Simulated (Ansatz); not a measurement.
Si:

```
CELL_PARAMETERS angstrom
2.66189 -0.00962 -0.00683
-1.34019 2.21814 0.04190
-0.00601 0.04176 2.48776
ATOMIC_POSITIONS crystal
Si 0.00000 0.00000 0.00000
```

The cell isn't the ideal one: strained by +2 %; cell sheared at random, sigma 0.03, atoms nudged by 0.01 Å.

A run of Ansatz 0.2.0 on this cell left the log below. Logs are shortened: lines on timing, memory, paths and dates and some standing lists are left out, and cuts for length are marked.

```text
Warning: RAYON_NUM_THREADS=2 ignored (pool sized by the plan → 2); use --threads N
Engine: ansatz 0.2.0, aarch64-unknown-linux-gnu
Pseudopotentials: kind: paw
Pseudopotential: Si, paw, valence charge 4, recommended cutoff 420 eV (normal), Si.paw.azcp
Functional definition: PBE
  parameter kappa = 0.804
  parameter beta = 0.06672455060314922
  exchange = pbe_x(kappa = kappa, mu = beta*pi^2/3)
  correlation = pbe_c(beta = beta)
Crystal: 1 atoms, lattice volume = 14.652 Å³
Basis set: ecut = 420 eV, 295 PW (Γ), exchange–correlation on 36×36×36 points (8 copies of the dense FFT grid, shifted against one another)
Bands: 6, of which v1, the nominal top of the filled ones, is band 2 counted from 1 (1 counted from 0)
Symmetry: 2 space group operations
Space group: P-1 (ITA 2), of the structure as read, at distance tolerance 2.4e-5 Å
k-points: 794 of 1584
Non-local potential: Si, projectors of the file, l = 0: 2, l = 1: 2, l = 2: 2
PAW form: soft (Blöchl's): semilocal exchange-correlation on the pseudo side does not see the compensation charge
PAW one-centre angular grid: Si, 110 points (default); XC on 64 Gauss nodes
Initial density: superposition of atomic densities (neutral atoms: chi_scale 0, normalization atom), corrected by the library's trained network
Initial wavefunctions: pseudopotential atomic-orbital guess
Functional: x = pbe(κ = 0.804, μ = 0.2195149727645171), c = pbe(β = 0.06672455060314922)
SCF iter   1: F=—  HF=-635.502802 eV  |F-HF|=—  |Δ(HF+E_count)|=         —  Δρ=1.67e-3  dr2=3.43e-4  ethr=1.77e-3  ⟨swp⟩=5.5  Hψ=45130  notcnv=0
preconditioner: auto → none  [metal: Δε(μ)=0.003 eV  Ē_g=13.923 eV  σ=0.050 eV  W_gap=0.01  n_scr=0 (ndim 8)  ℏωp=19.4 eV  f_vac=0.000  D(μ)=0.30/eV (n_scr^D=0)]
SCF iter   2: F=—  HF=-635.502774 eV  |F-HF|=—  |Δ(HF+E_count)|=   2.75e-5  Δρ=5.93e-4  dr2=3.05e-5  ethr=8.57e-6  ⟨swp⟩=1.5  Hψ=11585  notcnv=0
SCF iter   3: F=—  HF=-635.502768 eV  |F-HF|=—  |Δ(HF+E_count)|=   6.49e-6  Δρ=1.31e-4  dr2=1.11e-6  ethr=7.63e-7  ⟨swp⟩=1.6  Hψ=5586  notcnv=0
iter 4 did not close the SCF: its close was put off for the readings that it lacked (scf_convergence_deferred on its scf_iter line)
SCF iter   4: F=-635.502769 eV  HF=-635.502769 eV  |F-HF|=1.36e-8  |Δ(HF+E_count)|=   1.07e-6  Δρ=1.37e-5  dr2=2.81e-8  ethr=2.77e-8  ⟨swp⟩=2.0  Hψ=6257  notcnv=0
iter 5 did not close the SCF: its close was put off for the readings that it lacked (scf_convergence_deferred on its scf_iter line)
SCF iter   5: F=-635.502769 eV  HF=-635.502769 eV  |F-HF|=1.26e-9  |Δ(HF+E_count)|=   9.70e-9  Δρ=4.25e-6  dr2=2.69e-9  ethr=7.02e-10  ⟨swp⟩=1.0  Hψ=4735  notcnv=0
SCF iter   6: F=-635.502769 eV  HF=-635.502769 eV  |F-HF|=3.52e-12  |Δ(HF+E_count)|=   1.01e-9  Δρ=2.49e-7  dr2=9.36e-12  ethr=6.72e-11  ⟨swp⟩=4.5  Hψ=18784  notcnv=0
SCF 1 converged in 6 iterations: F = -635.502769 eV  dr2 = 9.36e-12
  greatest PAW one-centre occupation: 0.652 electrons in one spin orbital (limit 2), on the Si atom at site 0 (counted from 0), in its partial waves of l = 0
SCF converged after 6 iterations
Free energy (F): -635.502769 eV
Harris-Foulkes:  -635.502769 eV  (|F-HF|=3.52e-12)
Internal energy: -635.500302 eV  (E = F + TS)
E sigma→0 (E₀):  -635.501535 eV
Entropy (-TS):   -0.002467 eV (-2.467 meV/atom)
Fermi energy:    10.242742 eV
--- Per-component energies (eV) ---
  E_band       = 18.579856
  E_kinetic    = 41.616064
  E_local      = -0.523627  (includes V_loc(G=0)·N_el)
  E_nonlocal   = 25.507388
  E_hartree    = 1.053101
  E_xc         = -56.077098
  E_vxc        = -47.951134  (∫ρ·V_xc dr)
  E_paw        = -512.448324  (= ΣΔE_a)
  E_vpaw       = -2.175048  (= ΣTr[D̂ρ^β])
  E_aug_tail   = 0.000006  (compensation charges beyond the density's cutoff)
  E_ewald      = -134.627811
  E_smearing   = -0.002467  (= −TS)
  E_closure    = 0.000000  (closes the sum)
  Σ components = -635.502769   (vs F -635.502769, Δ=0.00e0)
--- Forces (eV/Å), atoms counted from 1 ---
  atom   1  Si     0.00000000     0.00000000     0.00000000
  max |Σ_I F_I| component: 0.00e0 eV/Å
--- Stress (GPa, compression-positive) ---
        4.323203       0.693275       0.203041
        0.693275       4.056867      -2.558622
        0.203041      -2.558622       1.468469
  P = ⅓ Tr σ = 3.2828 GPa (32.828 kbar)
--- Band table (eV; the first three rows and the last of 794) ---
  k-point 0: bands = ["-3.8986", "17.6283", "17.8677", "20.4542", "21.2817", "21.9672"]
  k-point 1: bands = ["-3.7088", "14.3947", "20.5966", "21.0235", "21.4598", "22.1216"]
  k-point 2: bands = ["-3.1423", "11.1860", "21.0339", "21.8431", "22.5557", "23.7468"]
  k-point 793: bands = ["6.7962", "7.1927", "8.9961", "11.9209", "19.4893", "22.7036"]
```

Question: What input gives this log?

Answer: Single point with PBE, no spin polarisation. The files as run (others can give the same):

input.yaml
```yaml
crystal:
  lattice:
    - [2.6618878767, -0.009619827, -0.00683095]
    - [-1.3401943232, 2.2181355607, 0.04189651]
    - [-0.0060108336, 0.0417553497, 2.48776073]
  atoms:
    - { symbol: Si, position: [0.0, 0.0, 0.0] }
hamiltonian:
  xc: pbe
  pseudopotentials: { kind: paw }
kpoints:
  mp_grid: { grid: [12, 12, 11] }
scf:
  occupations: { method: fermi_dirac, width: 0.05 }
output:
  forces: true
  stress: true
  eigenvalues: true
  write_density: true
  write_potential: true
  elf: true
  volumetric_format: npy
```

Potentials or basis: Ansatz PAW.
Launch:
```sh
$ ansatz run input.yaml --threads 2 --pin off --max-ram 5632MiB --backend cpu --events-out ev --progress --plain --runs-dir out
```
